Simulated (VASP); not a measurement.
Wanted: the native input for a VASP 6.6.1 run.

```
Task                   : relaxation of cell and atoms
Functional             : PBE
Potentials or basis    : VASP PAW PBE potentials, release 64 (Zr_sv, O)
Cutoff                 : 520 eV
k mesh                 : 9 × 9 × 9
Occupations            : gaussian, width 0.1 eV
Spin                   : no spin polarisation
Further INCAR settings : ALGO = Normal; EDIFF = 1e-06; IBRION = 2; EDIFFG = -0.01; NSW = 90; ISIF = 3
```

The structure of ZrO2 lies in POSCAR:

```
ZrO2
1.0
    0.0000000000      2.5350000000      2.5350000000
    2.5350000000      0.0000000000      2.5350000000
    2.5350000000      2.5350000000      0.0000000000
Zr O
1 2
Direct
    0.0000000000      0.0000000000      0.0000000000
    0.2500000000      0.2500000000      0.2500000000
    0.7500000000      0.7500000000      0.7500000000
```

Measurements of this composition are mostly on another form, of space group No. 14.

These files were run (other wordings do the same):

INCAR

```
PREC = Accurate
ENCUT = 520
EDIFF = 1E-6
ISMEAR = 0
SIGMA = 0.1
LREAL = F
LASPH = T
NELM = 120
ALGO = Normal
ISIF = 3
LWAVE = F
LCHARG = F
GGA = PE
IBRION = 2
NSW = 90
EDIFFG = -0.01
```

KPOINTS

```
Automatic mesh
0
Gamma
  9 9 9
```

Potentials or basis: VASP PAW PBE potentials, release 64 (Zr_sv, O).

Launch:

```console
$ cat potpaw_PBE.64/Zr_sv/POTCAR potpaw_PBE.64/O/POTCAR > POTCAR
$ mpirun -np 1 vasp_std > vasp.out
```

Results of the run:

```json
{
  "Relaxed volume": "11.18 Å³/atom",
  "Relaxed cell": "a = 3.619 Å, b = 3.619 Å, c = 3.619 Å, α = 60.00°, β = 60.00°, γ = 60.00°",
  "Space group after relaxing (to 0.05 Å)": "Fm-3m (No. 225)",
  "Energy gained by relaxing": "6.7 meV/atom",
  "Ionic steps": "3",
  "Pressure after relaxing": "-0.1 GPa",
  "Band gap on the k mesh": "3.36 eV, indirect (least direct gap 3.83 eV)"
}
```

Caveat: an odd mesh through Γ misses points on the zone boundary, where band edges often lie.

It took 31 s on 1 thread of Intel(R) Xeon(R) Platinum 8488C (Sapphire Rapids), on a shared host, peak memory 0.17 GiB.
